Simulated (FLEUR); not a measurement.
# GaP (F-43m) in FLEUR: single point with PBE

Aim: the single point of GaP with PBE.

All numbers are computed with FLEUR MaX-R8.1 (later development tree); they aren't measurements. Logs are shortened: lines on timing, memory, paths and dates and some standing lists are left out, and cuts for length are marked.

**What was measured.**

“Stacking defects in GaP nanowires: Electronic structure and optical properties”, 2018, arxiv:1810.01194 quotes, for a bulk crystal of GaP at 10 K: band gap 2.34 eV (indirect).

The results are compared with them further down.

## (1) Starting point

Symmetry: F-43m, No. 216, cubic system. The conventional cell has a = 5.451 Å, b = 5.451 Å, c = 5.451 Å, α = 90.00°, β = 90.00°, γ = 90.00°. Around Ga (site symmetry -43m) lie 4 P at 2.36 Å. P (site symmetry -43m) has 4 Ga at 2.36 Å as nearest neighbours.

## (2) Single point, PBE

inp.xml

```xml
<?xml version="1.0" encoding="UTF-8" standalone="no"?>
<fleurInput fleurInputVersion="0.39">
   <comment>
      GaP                                                                                                 
   </comment>
   <calculationSetup>
      <cutoffs Kmax="5.21" Gmax="16.2" GmaxXC="16.2" numbands="0"/>
      <scfLoop itmax="60" minDistance="0.00001" maxIterBroyd="15" imix="Anderson" alpha="0.05" precondParam="0.0" spinf="2.0" sdNocoIR="T"/>
      <coreElectrons ctail="T" frcor="F" kcrel="0" coretail_lmax="0"/>
      <xcFunctional name="pbe" relativisticCorrections="F"/>
      <magnetism jspins="1"/>
      <soc l_soc="F" theta="0.0" phi="0.0" spav="F"/>
      <expertModes spex="0" secvar="F"/>
      <geometryOptimization l_f="T" forcealpha="1.0" forcemix="BFGS" epsdisp="0.0005" epsforce="0.0002"/>
      <ldaU l_linMix="F" mixParam="0.05" spinf="1.0"/>
   </calculationSetup>
   <cell>
      <bzIntegration valenceElectrons="32.0" mode="hist" fermiSmearingEnergy="0.00183747">
         <kPointListSelection listName="default-1"/>
         <!-- k-points included here -->
         <xi:include xmlns:xi="http://www.w3.org/2001/XInclude" href="kpts.xml"> </xi:include>
      </bzIntegration>
      <!-- symmetry operations included here -->
      <xi:include xmlns:xi="http://www.w3.org/2001/XInclude" href="sym.xml"> </xi:include>
      <bulkLattice scale="1.0">
         <bravaisMatrix>
            <row-1>    0.0000000000000000     5.1499761210661497     5.1499761210661497</row-1>
            <row-2>    5.1499761210661497     0.0000000000000000     5.1499761210661497</row-2>
            <row-3>    5.1499761210661497     5.1499761210661497     0.0000000000000000</row-3>
         </bravaisMatrix>
      </bulkLattice>
   </cell>
   <atomSpecies>
      <species name="Gallium (Ga)" element="Ga" atomicNumber="31">
         <mtSphere radius="2.13" gridPoints="725" logIncrement="0.017"/>
         <atomicCutoffs lmax="9" lnonsphr="7"/>
         <electronConfig flipSpins="F">
            <coreConfig>(1s1/2) (2s1/2) (2p1/2) (2p3/2)</coreConfig>
            <valenceConfig>(3s1/2) (3p1/2) (3p3/2) (4s1/2) (3d3/2) (3d5/2) (4p1/2) (4p3/2)</valenceConfig>
            <stateOccupation state="(4p1/2)" spinUp="0.166667" spinDown="0.166667"/>
            <stateOccupation state="(4p3/2)" spinUp="0.333333" spinDown="0.333333"/>
         </electronConfig>
         <energyParameters s="4" p="4" d="3" f="4"/>
         <lo type="SCLO" l="0" n="3" eDeriv="0"/>
         <lo type="SCLO" l="1" n="3" eDeriv="0"/>
         <lo type="SCLO" l="1" n="3" eDeriv="1"/>
         <lo type="HELO" l="2" n="4" eDeriv="0"/>
         <lo type="HELO" l="2" n="4" eDeriv="1"/>
         <lo type="SCLO" l="3" n="4" eDeriv="2"/>
      </species>
      <species name="Phosphorous (P)" element="P" atomicNumber="15">
         <mtSphere radius="1.88" gridPoints="641" logIncrement="0.018"/>
         <atomicCutoffs lmax="8" lnonsphr="6"/>
         <electronConfig flipSpins="F">
            <coreConfig>(1s1/2) (2s1/2)</coreConfig>
            <valenceConfig>(2p1/2) (2p3/2) (3s1/2) (3p1/2) (3p3/2)</valenceConfig>
            <stateOccupation state="(3p1/2)" spinUp="0.500000" spinDown="0.500000"/>
            <stateOccupation state="(3p3/2)" spinUp="1.000000" spinDown="1.000000"/>
         </electronConfig>
         <energyParameters s="3" p="3" d="3" f="4"/>
         <lo type="SCLO" l="1" n="2" eDeriv="0"/>
         <lo type="SCLO" l="0" n="3" eDeriv="2"/>
         <lo type="SCLO" l="2" n="3" eDeriv="2"/>
         <lo type="SCLO" l="3" n="4" eDeriv="2"/>
      </species>
   </atomSpecies>
   <atomGroups>
      <atomGroup species="Gallium (Ga)">
         <relPos label="                   1">.0000000000 .0000000000 .0000000000</relPos>
         <force calculate="T" relaxXYZ="TTT"/>
      </atomGroup>
      <atomGroup species="Phosphorous (P)">
         <relPos label="                   2">-1.000/4.000 -1.000/4.000 -1.000/4.000</relPos>
         <force calculate="T" relaxXYZ="TTT"/>
      </atomGroup>
   </atomGroups>
   <output dos="F" band="F" slice="F">
      <checks vchk="F" cdinf="F"/>
      <bandDOS minEnergy="-.5*Htr" maxEnergy="0.5*Htr" sigma="0.015" storeEVData="T"/>
      <vacuumDOS vacdos="F" integ="F" star="F" nstars="0" locx1="0.0" locy1="0.0" locx2="0.0" locy2="0.0" nstm="0" tworkf="0.0"/>
      <unfoldingBand unfoldBand="F" supercellX="1" supercellY="1" supercellZ="1"/>
      <plotting iplot="0" polar="F">
         <plot TwoD="T" vec1="  1.0  0.0  0.0" vec2="  0.0  1.0  0.0" vec3="  0.0  0.0  1.0" zero="  0.0  0.0  0.0" file="plot"/>
      </plotting>
      <chargeDensitySlicing numkpt="0" minEigenval="0.0" maxEigenval="0.0" nnne="0" pallst="F"/>
      <specialOutput eonly="F"/>
      <moessbauerParams electricFieldGradient="T" isomerShift="T" coreHyperfine="T" valenceHyperfine="T"/>
      <magneticCircularDichroism mcd="F" energyLo="-10.0" energyUp="0.0"/>
   </output>
  <!-- We include the file relax.xml here to enable relaxations (see documentation) -->
  <xi:include xmlns:xi="http://www.w3.org/2001/XInclude" href="relax.xml"> <xi:fallback/> </xi:include>
</fleurInput>
```

crystal.txt

```
GaP
&input cartesian=F /
0.0000000000  2.7252500000  2.7252500000
2.7252500000  0.0000000000  2.7252500000
2.7252500000  2.7252500000  0.0000000000
1.8897261246
1.0 1.0 1.0

2
31 0.0000000000  0.0000000000  0.0000000000
15 0.7500000000  0.7500000000  0.7500000000

&kpt div1=8 div2=8 div3=8 gamma=T /
```

Potentials or basis: all-electron, FLAPW.

Started as:

```console
> inpgen -f crystal.txt -profile fastHighL
> # inp.xml edited to the form shown
> fleur_MPI
```

Log:

```text
Welcome to FLEUR        (www.flapw.de)
      MaX-Release 8.1          (www.max-centre.eu)

 ========== k-point set info ==========
 Selected k-point list: default-1
 k-point list type: mesh
 8 x 8 x 8
 Number of k points: 29

 ------------Calculation Setup---------------------------
 Number of MPI-tasks      :            1
 Number of PE/node        :            1
 Number of OMP-threads    :            1
 Most efficient MPI parallelization for:
           1          29
 Additional eigenvalue parallelization possible
 Number of basis functions:          750
 Approximate size of matrices (H+S) per k-point:         0.017 GB
 --------------------------------------------------------
 Iteration:     1   Distance:       8.16405776 me/bohr^3
 Iteration:     2   Distance:       7.46325479 me/bohr^3
 Iteration:     3   Distance:       4.07477934 me/bohr^3
 Iteration:     4   Distance:       1.40034297 me/bohr^3
 Iteration:     5   Distance:       1.12384831 me/bohr^3
 Iteration:     6   Distance:       0.24707601 me/bohr^3
 Iteration:     7   Distance:       0.14430707 me/bohr^3
 Iteration:     8   Distance:       0.03101217 me/bohr^3
 Iteration:     9   Distance:       0.00947046 me/bohr^3
 Iteration:    10   Distance:       0.00295693 me/bohr^3
 Iteration:    11   Distance:       0.00069326 me/bohr^3
 Iteration:    12   Distance:       0.00064578 me/bohr^3
 Iteration:    13   Distance:       0.00014303 me/bohr^3
 Iteration:    14   Distance:       0.00001255 me/bohr^3
 Iteration:    15   Distance:       0.00000602 me/bohr^3

 ********************************************************************
 Run finished successfully
 Stop message:
   Structural relaxation: Done
 ********************************************************************
```

out.xml (last iteration):

```text
<iteration numberForCurrentRun="   16" overallNumber="   16">
         <energyParameters units="Htr">
            <atomicEP atomType="1" spin="1" branch="4s" branchLowest="-5.05" branchHighest="1.36" value="-0.0720256863"/>
            <atomicEP atomType="1" spin="1" branch="4p" branchLowest="-3.24" branchHighest="2.05" value="0.1073558051"/>
            <atomicEP atomType="1" spin="1" branch="3d" branchLowest="-9.99" branchHighest="-0.26" value="-0.3120126286"/>
            <atomicEP atomType="1" spin="1" branch="4f" branchLowest="-9.99" branchHighest="3.84" value="0.4492085872"/>
            <loAtomicEP atomType="1" spin="1" branch="3s" branchLowest="-45.99" branchHighest="-5.05" value="-5.0538070712"/>
            <loAtomicEP atomType="1" spin="1" branch="3p" branchLowest="-39.97" branchHighest="-3.24" value="-3.2448334656"/>
            <loAtomicEP atomType="1" spin="1" branch="3p" branchLowest="-39.97" branchHighest="-3.24" value="-3.2448334656"/>
            <heloAtomicEP atomType="1" spin="1" branch="4d" branchLowest="2.38" branchHighest="2.38" value="2.3830518287"/>
            <heloAtomicEP atomType="1" spin="1" branch="4d" branchLowest="2.38" branchHighest="2.38" value="2.3830518287"/>
            <loAtomicEP atomType="1" spin="1" branch="4f" branchLowest="-9.99" branchHighest="3.84" value="0.4492110772"/>
            <atomicEP atomType="2" spin="1" branch="3s" branchLowest="-5.95" branchHighest="1.34" value="-0.2840795988"/>
            <atomicEP atomType="2" spin="1" branch="3p" branchLowest="-4.13" branchHighest="1.88" value="-0.0817885311"/>
            <atomicEP atomType="2" spin="1" branch="3d" branchLowest="-9.99" branchHighest="2.29" value="0.1172837073"/>
            <atomicEP atomType="2" spin="1" branch="4f" branchLowest="-9.99" branchHighest="5.15" value="0.2828844458"/>
            <loAtomicEP atomType="2" spin="1" branch="2p" branchLowest="-9.99" branchHighest="-4.13" value="-4.1316291452"/>
            <loAtomicEP atomType="2" spin="1" branch="3s" branchLowest="-5.95" branchHighest="1.34" value="-0.2840795988"/>
            <loAtomicEP atomType="2" spin="1" branch="3d" branchLowest="-9.99" branchHighest="2.29" value="0.1172846743"/>
            <loAtomicEP atomType="2" spin="1" branch="4f" branchLowest="-9.99" branchHighest="5.15" value="0.2828883065"/>
         </energyParameters>
         <eigenvalues>
            <eigenvaluesAt spin="1" ikpt="1" k_x="0.00000000" k_y="0.00000000" k_z="0.00000000">
                      -5.0538039172       -4.1314984190       -4.1314984190       -4.1314984190       -3.2431410573
                      -3.2431410573       -3.2431410573       -0.3202477729       -0.3202477729       -0.3202477729
                      -0.3166126742       -0.3166126742       -0.2454048612        0.2136585384        0.2136585384
                       0.2136585384        0.2809629990        0.3566025190        0.3566025190        0.3566025190
                       0.5378799614        0.5710489057        0.5710489057        0.6711142598        0.6711142598
            </eigenvaluesAt>
            <eigenvaluesAt spin="1" ikpt="2" k_x="0.00000000" k_y="0.00000000" k_z="0.12500000">
                      -5.0538039031       -4.1314985793       -4.1314983513       -4.1314983513       -3.2431413426
                      -3.2431410704       -3.2431410704       -0.3207618209       -0.3200743599       -0.3200743599
                      -0.3166134485       -0.3166134485       -0.2379573918        0.1538793610        0.2052283631
                       0.2052283631        0.3039100997        0.3694327278        0.3694327278        0.3779633531
                       0.5487893373        0.5487893373        0.5707559508        0.6473622387        0.7190337940
            </eigenvaluesAt>
            <eigenvaluesAt spin="1" ikpt="3" k_x="0.00000000" k_y="0.00000000" k_z="0.25000000">
                      -5.0538038745       -4.1314983045       -4.1314983045       -4.1314981736       -3.2431418954
                      -3.2431411597       -3.2431411597       -0.3218865418       -0.3197054477       -0.3197054477
                      -0.3165641158       -0.3165641158       -0.2168692386        0.0713261561        0.1893361177
[... 20 lines left out ...]
            <totalCharge value="32.0000000000"/>
         </valenceDensity>
         <coreStates atomType="     1" atomicNumber=" 31" spin="1" kinEnergy="   1695.6467346391" eigValSum="  -1082.7902826661" lostElectrons=" 0.000000">
            <state n="1" l="0" j="0.5" energy="-375.4564343644" weight="1.0000000000"/>
            <state n="2" l="0" j="0.5" energy="-45.9850419383" weight="1.0000000000"/>
            <state n="2" l="1" j="0.5" energy="-40.6621125530" weight="1.0000000000"/>
            <state n="2" l="1" j="1.5" energy="-39.6457762387" weight="2.0000000000"/>
         </coreStates>
         <coreStates atomType="     2" atomicNumber=" 15" spin="1" kinEnergy="    245.5641684024" eigValSum="   -164.1779953760" lostElectrons=" 0.000232">
            <state n="1" l="0" j="0.5" energy="-76.1375689050" weight="1.0000000000"/>
            <state n="2" l="0" j="0.5" energy="-5.9514287830" weight="1.0000000000"/>
         </coreStates>
         <allElectronCharges>
            <spinDependentCharge spin="1" total="46.0000000" interstitial="4.4352414" mtSpheres="41.5647586"/>
            <totalCharge value="45.9999999978"/>
         </allElectronCharges>
         <moessbauerParams unitsHFF="kG" unitsIS="e/bohr^3" unitsEFG="Htr/bohr^2">
            <coreIsomerShift atomType="1" isTotal="28004.96844">
               <shell n="1" l="0" isomerShift="25450.25858"/>
               <shell n="2" l="0" isomerShift="2533.99280"/>
               <shell n="2" l="1" isomerShift="20.71707"/>
            </coreIsomerShift>
            <coreIsomerShift atomType="2" isTotal="2376.98536">
               <shell n="1" l="0" isomerShift="2214.01587"/>
               <shell n="2" l="0" isomerShift="162.96949"/>
            </coreIsomerShift>
            <isomerShift atomType="1" nucleusRadius="0.0000972" averageDensity="28404.22545"/>
            <isomerShift atomType="2" nucleusRadius="0.0000742" averageDensity="2389.38640"/>
            <electricFieldGradient atomType="1" VXX="0.00000" VYY="0.00000" VZZ="0.00000" asymParam="0.00000">
            </electricFieldGradient>
            <electricFieldGradient atomType="2" VXX="0.00000" VYY="0.00000" VZZ="0.00000" asymParam="0.00000">
            </electricFieldGradient>
         </moessbauerParams>
         <totalEnergy                                    value="    -2286.2447828509" units="Htr">
            <sumOfEigenvalues                            value="    -1304.3031792047">
               <coreElectrons value="-1246.9682780421"/>
               <valenceElectrons value="-57.3349011626"/>
            </sumOfEigenvalues>
            <densityCoulombPotentialIntegral value="-3501.4603678068"/>
            <densityEffectivePotentialIntegral value="-3629.9036423748"/>
            <chargeDenXCDenIntegral value="-98.9227598094"/>
            <FockExchangeEnergyValence value="0.0000000000"/>
            <FockExchangeEnergyCore value="0.0000000000"/>
            <atomTypeDependentContributions atomType="1">
               <electronNucleiInteractionDifferentMTs value="2336.0471525591"/>
               <MadelungTerm value="-15.0478488014"/>
            </atomTypeDependentContributions>
            <atomTypeDependentContributions atomType="2">
               <electronNucleiInteractionDifferentMTs value="400.8827554327"/>
               <MadelungTerm value="-10.2145455149"/>
            </atomTypeDependentContributions>
            <tkbTimesEntropy value="0.0000000000"/>
            <freeEnergy value="-2286.2447828509"/>
            <extrapolationTo0K value="-2286.2447828509"/>
         </totalEnergy>
         <totalForcesOnRepresentativeAtoms units="Htr/bohr">
            <forceTotal atomType="1" x="0.000000" y="0.000000" z="0.000000" F_x="0.00000000" F_y="0.00000000" F_z="0.00000000"/>
            <forceTotal atomType="2" x="-2.574988" y="-2.574988" z="-2.574988" F_x="0.00000000" F_y="0.00000000" F_z="0.00000000"/>
         </totalForcesOnRepresentativeAtoms>
      </iteration>
```

Run time: 3.1 min. Hardware: 1 thread of Arm Neoverse V2, shared host; peak memory 0.08 GiB.

Results:

```
Free energy                                           : -62211.8898 eV
Band gap on the k mesh                                : 1.65 eV, indirect (least direct gap 1.83 eV)
Valence electrons inside the program's atomic spheres : Ga 19.15; P 8.42 (radii Ga 2.13, P 1.88 bohr)
```

Levels at points of the mesh, in eV from the valence-band top:
```tsv
k point	band 14	band 15	band 16	band 17	band 18	band 19
(0.00, 0.00, 0.00)	0.00	0.00	0.00	1.83	3.89	3.89
(0.00, 0.00, 0.50)	-6.63	-1.12	-1.12	1.68	4.72	4.72
(0.00, 0.50, 0.50)	-6.75	-2.68	-2.68	1.66	1.83	10.59
```

Core levels (eV from the Fermi level):
```csv
atom,levels
1 Ga,"1s1/2 -10222.5, 2s1/2 -1257.1, 2p1/2 -1112.3, 2p3/2 -1084.6"
2 P,"1s1/2 -2077.6, 2s1/2 -167.8"
```

## (3) Against experiment

Step 2. A measured gap of GaP is 2.34 eV (indirect; 10 K; quoted in “Stacking defects in GaP nanowires: Electronic structure and optical properties”, 2018, arxiv:1810.01194); the calculated 1.65 eV misses it by -0.69 eV. Spin-orbit coupling on Ga is left out. The value is that of PBE on a finite k mesh, which can miss the band edges, without temperature or zero-point motion. Semilocal functionals fall short of measured gaps as a rule.
